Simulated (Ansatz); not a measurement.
Runs of Ansatz 0.2.0 on ZnS. The structure is cubic, space group F-43m (No. 216). The conventional cell has a = 5.404 Å, b = 5.404 Å, c = 5.404 Å, α = 90.00°, β = 90.00°, γ = 90.00°. Zn (site symmetry -43m) has 4 S at 2.34 Å as nearest neighbours. S (site symmetry -43m) is surrounded by 4 Zn at 2.34 Å. 

```tsv
task	level	cell	k mesh	cutoff (eV)	smearing	points for each segment of the path	atoms under strain	gap on the mesh (eV)	pressure (GPa)
band structure	HSEsol	as given	5 × 5 × 5	420	fermi-dirac 0.05 eV	4	-	3.19	-1.7
elastic constants	PBE	as given	7 × 7 × 7	420	fixed	-	clamped	2.11	1.6
band structure	B3LYP	as given	5 × 5 × 5	420	fermi-dirac 0.05 eV	4	-	3.62	3.9
single point	PBE	as given	9 × 9 × 9	420	gaussian 0.012 eV	-	-	2.11	1.6
single point	PBE	as given	9 × 9 × 9	420	gaussian 0.02 eV	-	-	2.11	1.6
band structure	r2SCAN	as given	9 × 9 × 9	500	fermi-dirac 0.05 eV	14	-	(a)	(b)
single point	PBE	as given	9 × 9 × 9	420	gaussian 0.013 eV	-	-	2.11	1.6
relaxation of cell and atoms	PBEsol+D3(BJ)	relaxed	9 × 9 × 9	420	fermi-dirac 0.05 eV	-	-	2.20	0.0
```

Alike in all rows: potentials or basis Ansatz PAW; no spin polarisation.

Q: Fill in the values left out.

A: (a) 2.66; (b) -0.6.

Caveats: odd divisions of the mesh miss points on the zone boundary, where band edges often lie, so the gap on the mesh can be too wide (some runs); the PAW data sets come from PBE, with cores solved anew for the run's functional, which leaves a small shift of forces and pressure (some runs); the thresholds are loose for stress (some runs); the plane-wave basis is chosen anew once the cell has moved, so the energies of steps on either side of that aren't comparable (some runs).

